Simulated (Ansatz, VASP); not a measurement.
# CdTe: VASP beside Ansatz

Wanted: the spread between two codes on one cell, functional and k mesh.

Method: plane waves, with VASP 6.6.1 beside it; single point at r2SCAN, in Ansatz 0.2.0.

### 1. Set-up

The structure is triclinic, space group P1 (No. 1). The conventional cell has a = 4.582 Å, b = 4.582 Å, c = 4.582 Å, α = 60.00°, β = 60.00°, γ = 60.00°. Nearest to Cd lie 4 Te at 2.79 to 2.82 Å. Te has 4 Cd at 2.79 to 2.82 Å nearest. Farther neighbours and most contacts between anions are not listed.

### 2. VASP: single point, r2SCAN

With cell and atoms fixed, the geometry can't cause a difference; cores, projectors, grids and the points listed under the comparison can.

Lines of VASP's logs that name or quote its potential files are left out, and so is its time.

The input, INCAR:

```
SYSTEM = CdTe
PREC = Accurate
ENCUT = 400
EDIFF = 1E-06
NELM = 100
ISMEAR = -1
SIGMA = 0.05
LREAL = .FALSE.
ALGO = Normal
METAGGA = R2SCAN
LASPH = .TRUE.
NBANDS = 15
LORBIT = 11
LWAVE = .FALSE.
LCHARG = .FALSE.
KPAR = 2
ISIF = 2
```

The input, POSCAR:

```
CdTe
1.0
    0.0000000000      3.2400000000      3.2400000000
    3.2400000000      0.0000000000      3.2400000000
    3.2400000000      3.2400000000      0.0000000000
Cd Te
1 1
Direct
    0.0162910000     -0.0031100000     -0.0091070000
    0.2674050000      0.2504050000      0.2397570000
```

The input, KPOINTS:

```
Automatic mesh
0
Gamma
6 6 6
0 0 0
```

PAW data sets: Cd and Te (PBE family, release 64).

Started as:

```console
$ mpirun -np 2 vasp_std
```

Numbers of over 12 decimals in the logs are rounded to 6 here.

Output:

```text
[banner, memory and clock lines left out]
running    2 mpi-ranks, on    1 nodes
 distrk:  each k-point on    1 cores,    2 groups
 distr:  one band on    1 cores,    1 groups

 POSCAR found type information on POSCAR CdTe
 POSCAR found :  2 types and       2 ions
|                                                                             |
|               ----> ADVICE to this user running VASP <----                  |
|                                                                             |
|     You enforced a specific xc type in the INCAR file but a different       |
|     [... a line on the potential file left out ...]
|     I HOPE YOU KNOW WHAT YOU ARE DOING!                                     |
|                                                                             |

 LDA part: xc-table for (None), standard interpolation
 POSCAR, INCAR and KPOINTS ok, starting setup
 FFT: planning ... GRIDC
 FFT: planning ... GRID_SOFT
 FFT: planning ... GRID
 WAVECAR not read
 entering main loop
       N       E                     dE             d eps       ncg     rms          rms(c)
DAV:   1     0.439828279828E+02    0.43983E+02   -0.73690E+03  3408   0.860E+02
DAV:   2    -0.480618423313E+02   -0.92045E+02   -0.88424E+02  4053   0.234E+02
DAV:   3    -0.511699131617E+02   -0.31081E+01   -0.31042E+01  4046   0.459E+01
DAV:   4    -0.511932710311E+02   -0.23358E-01   -0.23357E-01  5087   0.354E+00
DAV:   5    -0.511933685663E+02   -0.97535E-04   -0.97535E-04  4368   0.169E-01    0.555E+00
DAV:   6    -0.466417073085E+02    0.45517E+01   -0.29419E+00  3500   0.224E+01    0.691E+00
DAV:   7    -0.466131330315E+02    0.28574E-01   -0.11835E-01  3647   0.380E+00    0.458E+00
DAV:   8    -0.466221249966E+02   -0.89920E-02   -0.81278E-02  4032   0.310E+00    0.944E-01
DAV:   9    -0.466251462806E+02   -0.30213E-02   -0.63172E-03  4445   0.637E-01    0.357E-01
DAV:  10    -0.466248563519E+02    0.28993E-03   -0.19481E-03  3808   0.493E-01    0.652E-02
DAV:  11    -0.466248539325E+02    0.24194E-05   -0.98258E-05  4410   0.132E-01    0.429E-02
DAV:  12    -0.466248627013E+02   -0.87688E-05   -0.43460E-05  4025   0.844E-02    0.199E-02
DAV:  13    -0.466248616578E+02    0.10435E-05   -0.95073E-06  4088   0.337E-02    0.693E-03
DAV:  14    -0.466248616750E+02   -0.17230E-07   -0.18493E-07  2674   0.364E-03
   1 F= -.46624862E+02 E0= -.46624862E+02  d E =-.685945E-07
```

From OUTCAR (step 2):

```text
ion  position               nearest neighbor table
   1  0.016  0.997  0.991-   2 2.79   2 2.80   2 2.81   2 2.82
   2  0.267  0.250  0.240-   1 2.79   1 2.80   1 2.81   1 2.82

  LATTYP: Found a face centered cubic cell.
 ALAT       =     6.4800000000

 Subroutine GETGRP returns: Found  1 space group operations
 (whereof  1 operations were pure point group operations)

The static configuration has the point symmetry C_1 .

 Found    112 irreducible k-points:

   k-points           NKPTS =    112   k-points in BZ     NKDIM =    112   number of bands    NBANDS=     15

   dimension x,y,z NGX =    30 NGY =   30 NGZ =   30
   dimension x,y,z NGXF=    60 NGYF=   60 NGZF=   60

   ENCUT  =  400.0 eV  29.40 Ry    5.42 a.u.   7.47  7.47  7.47*2*pi/ulx,y,z

   NELECT =      18.0000    total number of electrons

 k-points in reciprocal lattice and weights: Automatic mesh
   0.00000000  0.00000000  0.00000000       0.005
   0.16666667  0.00000000  0.00000000       0.009
   0.00000000  0.16666667  0.00000000       0.009
   0.00000000  0.00000000  0.16666667       0.009
   0.16666667  0.16666667  0.16666667       0.009
   0.33333333  0.00000000  0.00000000       0.009
   0.00000000  0.33333333  0.00000000       0.009
   0.00000000  0.00000000  0.33333333       0.009
   0.33333333  0.33333333  0.33333333       0.009
[...]
-0.33333333  0.16666667  0.50000000       0.009
   0.16666667  0.50000000 -0.33333333       0.009

 average (electrostatic) potential at core
       1 -44.6053       2 -96.3093

 E-fermi :   2.7733

 k-point     1 :       0.0000    0.0000    0.0000
  band No.  band energies     occupation
    ...
      5      -6.1686      2.00000
      6      -6.1685      2.00000
      7       2.0945      2.00000
      8       2.1081      2.00000
      9       2.1206      2.00000
     10       3.3802      0.00001
     11       7.1246      0.00000
     12       7.1345      0.00000
     13       7.1460      0.00000
     14      10.0416      0.00000
    ...

 k-point     2 :       0.1667    0.0000    0.0000
  band No.  band energies     occupation
    ...
      5      -6.1699      2.00000
      6      -6.1696      2.00000
      7       0.4170      2.00000
      8       1.8640      2.00000
      9       1.8908      2.00000
     10       4.4027      0.00000
     11       7.2394      0.00000
     12       7.4647      0.00000
     13       7.4997      0.00000
     14      11.0218      0.00000
    ...

 k-point     3 :       0.0000    0.1667    0.0000
  band No.  band energies     occupation
    ...
      5      -6.1700      2.00000
      6      -6.1699      2.00000
      7       0.4064      2.00000
      8       1.8708      2.00000
      9       1.8879      2.00000
     10       4.4090      0.00000
     11       7.2438      0.00000
     12       7.4715      0.00000
     13       7.4934      0.00000
     14      11.0215      0.00000
    ...

  Total        0.5810102      0.5816031      0.5797368     -0.0989693     -0.0512329      0.0021800
  in kB       13.6845120     13.6984770     13.6545202     -2.3310199     -1.2066873      0.0513458
  external PRESSURE =      13.6791697 kB  Pullay stress =       0.0000000 kB

  energy-cutoff  :      400.00
  volume of cell :       68.02
      direct lattice vectors                 reciprocal lattice vectors
     0.000000000  3.240000000  3.240000000    -0.154320988  0.154320988  0.154320988
     3.240000000  0.000000000  3.240000000     0.154320988 -0.154320988  0.154320988
     3.240000000  3.240000000  0.000000000     0.154320988  0.154320988 -0.154320988

 POSITION                                       TOTAL-FORCE (eV/Angst)
 -----------------------------------------------------------------------------------
      6.44042      3.26328      3.28271         0.036444     -0.002253      0.070459
      1.58812      1.64320      1.67770        -0.036444      0.002253     -0.070459
 -----------------------------------------------------------------------------------
    total drift:                                0.000488      0.000445      0.000035

  FREE ENERGIE OF THE ION-ELECTRON SYSTEM (eV)
  ---------------------------------------------------
  free  energy   TOTEN  =       -46.6248616750 eV

  energy  without entropy=      -46.6248616064  energy(sigma->0) =      -46.62486164

 total charge
# of ion       s       p       d       tot
------------------------------------------
    1        0.450   0.314   9.544  10.308
    2        1.351   2.113   0.021   3.485
--------------------------------------------------
tot          1.801   2.427   9.565  13.793

[... 3 further parts left out ...]
```

The run ends at a pressure of 1.37 GPa, with forces up to 0.079 eV/Å.

### 3. Ansatz: single point, r2SCAN

Ansatz runs on its default PAW (the set named soft_2) files.

The same cell, functional, mesh and smearing now go to Ansatz, which takes its cutoff from its data sets.

The input, input.yaml:

```yaml
crystal:
  lattice:
    - [0.0, 3.24, 3.24]
    - [3.24, 0.0, 3.24]
    - [3.24, 3.24, 0.0]
  atoms:
    - { symbol: Cd, position: [0.016291, -0.00311, -0.009107] }
    - { symbol: Te, position: [0.267405, 0.250405, 0.239757] }
hamiltonian:
  xc: r2scan
  pseudopotentials: { kind: paw }
kpoints:
  mp_grid: { grid: [6, 6, 6] }
scf:
  occupations: { method: fermi_dirac, width: 0.05 }
  n_extra_bands: 4
output:
  forces: true
  stress: true
  eigenvalues: true
```

Started as:

```console
$ ansatz run input.yaml --threads 2 --pin off --max-ram 4608MiB --backend cpu --events-out ev --progress --plain --runs-dir out
```

Output:

```text
scf.n_extra_bands = 4 over 18 filled bands (N_el = 36.0): the run solves 22 bands
Engine: ansatz 0.2.0, aarch64-unknown-linux-gnu
Pseudopotentials: kind: paw
Pseudopotential: Cd, paw, valence charge 20, recommended cutoff 500 eV (meta_gga), Cd.paw.azcp
Pseudopotential: Te, paw, valence charge 16, recommended cutoff 500 eV (meta_gga), Te.paw.azcp
Functional definition: r2SCAN
  parameter k0 = 0.174
  parameter k1 = 0.065
  parameter a1 = 4.9479
  exchange = r2scan_x(k0 = k0, k1 = k1, a1 = a1)
  correlation = r2scan_c
Crystal: 2 atoms, lattice volume = 68.024 Å³
Basis set: ecut = 500 eV, 1759 PW (Γ), exchange–correlation on 144×144×144 points (64 copies of the dense FFT grid, shifted against one another)
Bands: 22, of which v1, the nominal top of the filled ones, is band 18 counted from 1 (17 counted from 0)
Symmetry: 1 space group operations
Space group: P1 (ITA 1), of the structure as read, at distance tolerance 4.1e-5 Å
k-points: 112 of 216 (time reversal used)
Non-local potential: Cd, projectors of the file, l = 0: 3, l = 1: 2, l = 2: 2, l = 3: 1
Non-local potential: Te, projectors of the file, l = 0: 2, l = 1: 2, l = 2: 2, l = 3: 2
PAW form: soft (Blöchl's): semilocal exchange-correlation on the pseudo side does not see the compensation charge
PAW frozen core: Cd, regenerated for the run's functional (the file was generated under x = pbe(κ = 0.804, μ = 0.219515), c = pbe(β = 0.066725))
PAW frozen core: Te, regenerated for the run's functional (the file was generated under x = pbe(κ = 0.804, μ = 0.219515), c = pbe(β = 0.066725))
PAW one-centre angular grid: Cd, 590 points (default); XC on 160 Gauss nodes
PAW one-centre angular grid: Te, 590 points (default); XC on 160 Gauss nodes
Initial density: superposition of atomic densities (neutral atoms: chi_scale 0, normalization atom), corrected by the library's trained network
Initial wavefunctions: pseudopotential atomic-orbital guess
Functional: x = r2scan, c = r2scan; τ floored in thin density (d = 2e-4 eV/Å³)
SCF iter   1: F=—  HF=-15264.116528 eV  |F-HF|=—  |Δ(HF+E_count)|=         —  Δρ=4.47e-3  dr2=8.34e-3  dr2_τ=1.08e-2  ethr=1.77e-3  ⟨swp⟩=6.1  Hψ=11737  notcnv=0
preconditioner: auto → none  [insulator: Δε(μ)=1.220 eV  Ē_g=12.076 eV  σ=0.050 eV  W_gap=1.00  n_scr=14 (ndim 8)  ℏωp=19.1 eV  f_vac=0.192  D(μ)=0.00/eV (n_scr^D=0)  ε∞_Penn≈3.5]
SCF iter   2: F=—  HF=-15264.123103 eV  |F-HF|=—  |Δ(HF+E_count)|=   6.58e-3  Δρ=2.28e-3  dr2=1.50e-3  dr2_τ=3.37e-4  ethr=2.32e-5  ⟨swp⟩=2.9  Hψ=5866  notcnv=0
SCF iter   3: F=—  HF=-15264.123685 eV  |F-HF|=—  |Δ(HF+E_count)|=   5.82e-4  Δρ=1.07e-3  dr2=3.65e-4  dr2_τ=4.64e-5  ethr=4.18e-6  ⟨swp⟩=2.0  Hψ=3352  notcnv=0
SCF iter   4: F=—  HF=-15264.123882 eV  |F-HF|=—  |Δ(HF+E_count)|=   1.97e-4  Δρ=9.94e-5  dr2=6.02e-6  dr2_τ=3.39e-7  ethr=1.01e-6  ⟨swp⟩=2.0  Hψ=4480  notcnv=0
SCF iter   5: F=—  HF=-15264.123875 eV  |F-HF|=—  |Δ(HF+E_count)|=   6.73e-6  Δρ=2.70e-5  dr2=2.00e-7  dr2_τ=1.91e-8  ethr=1.67e-8  ⟨swp⟩=2.3  Hψ=4132  notcnv=0
SCF iter   6: F=-15264.123875 eV  HF=-15264.123875 eV  |F-HF|=6.76e-9  |Δ(HF+E_count)|=   1.99e-7  Δρ=5.39e-6  dr2=7.13e-9  dr2_τ=1.04e-9  ethr=2.78e-10  ⟨swp⟩=6.9  Hψ=11101  notcnv=0
SCF 1 converged in 6 iterations: F = -15264.123875 eV  dr2 = 7.13e-9
  greatest PAW one-centre occupation: 1.001 electrons in one spin orbital (limit 2), on the Cd atom at site 0 (counted from 0), in its partial waves of l = 1
SCF converged after 6 iterations
Free energy (F): -15264.123875 eV
Harris-Foulkes:  -15264.123875 eV  (|F-HF|=6.76e-9)
Internal energy: -15264.123875 eV  (E = F + TS)
E sigma→0 (E₀):  -15264.123875 eV
Entropy (-TS):   -0.000000 eV (-0.000 meV/atom)
Fermi energy:    7.887544 eV
--- Per-component energies (eV) ---
  E_band       = -827.033432
  E_kinetic    = 686.011745
  E_local      = -5420.800724  (includes V_loc(G=0)·N_el)
  E_nonlocal   = -275.709753
  E_hartree    = 2735.197449
  E_xc         = -283.668949
  E_vxc        = -357.906948  (∫ρ·V_xc dr)
  E_paw        = -8792.889757  (= ΣΔE_a)
  E_vpaw       = -953.258534  (= ΣTr[D̂ρ^β])
  E_aug_tail   = -0.000033  (compensation charges beyond the density's cutoff)
  E_vtau       = 24.235769  (kinetic-family band-sum trace: ∫τ·v_τ [+ j·A + Jᵃ·Aᵃ] dr)
  E_ewald      = -3911.983939
  E_core_change = -0.279915  (= ΣΔE_core)
  E_smearing   = -0.000000  (= −TS)
  E_closure    = 0.000000  (closes the sum)
  Σ components = -15264.123875   (vs F -15264.123875, Δ=0.00e0)
--- Forces (eV/Å), atoms counted from 1 ---
  atom   1  Cd     0.03572002    -0.00214102     0.06944005
  atom   2  Te    -0.03572019     0.00214139    -0.06944153
  max |Σ_I F_I| component: 1.47e-6 eV/Å
--- Stress (GPa, compression-positive) ---
        1.586281      -0.229644       0.005738
       -0.229644       1.587363      -0.118088
        0.005738      -0.118088       1.583267
  P = ⅓ Tr σ = 1.5856 GPa (15.856 kbar)
--- Band table (eV; the first three rows and the last of 112) ---
  k-point 0: bands = [... 14 lower, -1.0968, 7.2051, 7.2185, 7.2306, 8.4982, 12.2607, 12.2705, 12.2819]
  k-point 1: bands = [... 14 lower, -1.0976, 5.5454, 6.9743, 7.0009, 9.5130, 12.3550, 12.5995, 12.6337]
  k-point 2: bands = [... 14 lower, -0.9814, 3.6223, 6.5823, 6.6196, 9.5748, 12.8474, 12.9128, 13.9018]
  k-point 111: bands = [... 14 lower, -0.7145, 2.7575, 6.4206, 6.4481, 9.4430, 12.7941, 12.8414, 14.6087]
```

It took 33 s on 2 threads of Arm Neoverse N1, shared host; peak memory 0.64 GiB; 64 s of CPU time.

In the SCF lines HF is the Harris–Foulkes energy and dr2 the Hartree energy of the density residual, in eV; the loop may stop once dr2 is under the threshold and the program's other checks hold. Hψ counts applications of the Hamiltonian.

The run ends at a pressure of 1.59 GPa, with forces up to 0.078 eV/Å.

### 4. Comparison

Known differences besides the potentials themselves: VASP keeps PBE cores, Ansatz makes them for the functional; the data sets hold 36 valence electrons in Ansatz (default PAW (the set named soft_2) files) and 18 in VASP; the cutoff is 500 eV in Ansatz and 400 eV in VASP. Total energies have different zeros and are not compared.

Compared:

| quantity | Ansatz | VASP | difference |
| --- | --- | --- | --- |
| pressure (GPa) | 1.59 | 1.37 | +0.22 |
| gap on the k mesh (eV) | 1.268 | 1.260 | +0.008 |

Forces (eV/Å; atoms numbered as in POSCAR):

| atom | Ansatz x, y, z | VASP x, y, z |
| --- | --- | --- |
| Cd1 | 0.036, -0.002, 0.069 | 0.036, -0.002, 0.070 |
| Te2 | -0.036, 0.002, -0.069 | -0.036, 0.002, -0.070 |

The forces differ by 0.7 meV/Å r.m.s., which is 1.6 % of the r.m.s. force of 0.05 eV/Å (both taken over all components). A gap on the mesh is an upper bound, since the band edges may lie between its points.

### 5. What came out

```yaml
r_m_s_force_difference_single_point_r2scan: 0.72 meV/Å
```

**Reading.** The r.m.s. force difference is 0.72 meV/Å (single point, r2SCAN), within the 12 meV/Å picked in this series as the mark of a large difference. Such differences can come from data sets, numerical settings and the points named under the comparisons, not from the functional's error against experiment.

[Lines on the potential files, build, host, timing and source positions are cut from VASP's logs without a mark.]

[Logs are printed without paths, hosts, clocks, repeated set-up lines and the standing remarks that a program may print on its own settings, such as how far it seeks lower states.]

[Hosts, paths, dates, database ids (printed as entryN), source tags and the programs' standing remarks are cut or masked in the printed files.]
